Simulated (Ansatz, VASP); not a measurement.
## One calculation of AlNi, two programs

```
CELL_PARAMETERS angstrom
2.88719 0.00000 0.00000
0.00000 2.88719 0.00000
0.00000 0.00000 2.83041
ATOMIC_POSITIONS crystal
Al 0.00000 0.00000 0.00000
Ni 0.50000 0.50000 0.50000
```

Change from the starting cell: biaxial strain in the a-b plane, c and atoms relaxed: +1.0 %.

Alike in both runs: functional PBEsol; k mesh 18 × 18 × 18; occupations gaussian, width 0.1 eV; no spin polarisation.

Ansatz relaxed the structure, and its values are those at the end. VASP's run is a single point on that final structure, the one shown.

|  | VASP | Ansatz |
| --- | --- | --- |
| version | VASP 6.6.1 | Ansatz 0.2.0 |
| potentials or method | VASP PAW PBE potentials, release 64 (Al, Ni) | scalar-relativistic, plane waves, PAW |
| plane-wave cutoff (eV) | 520 | 420 |
| valence electrons in the cell | 13 | 21 |

Ansatz gave:

| Quantity | Value |
| --- | --- |
| gap on the k mesh at the Fermi level (eV) | none |
| pressure (GPa) | -1.0 |

Estimate VASP's values.

gap on the k mesh at the Fermi level (eV): none; pressure (GPa): -1.1.

A gap of «none» marks a metal or a gap that the smearing closes. The two sets of potentials don't hold the same shells in valence.

Caveats: the PAW data sets were made with another functional, which shifts forces and pressure a little (VASP). Spin polarisation is off, so any magnetic state and its effect on volume and gap are missing.
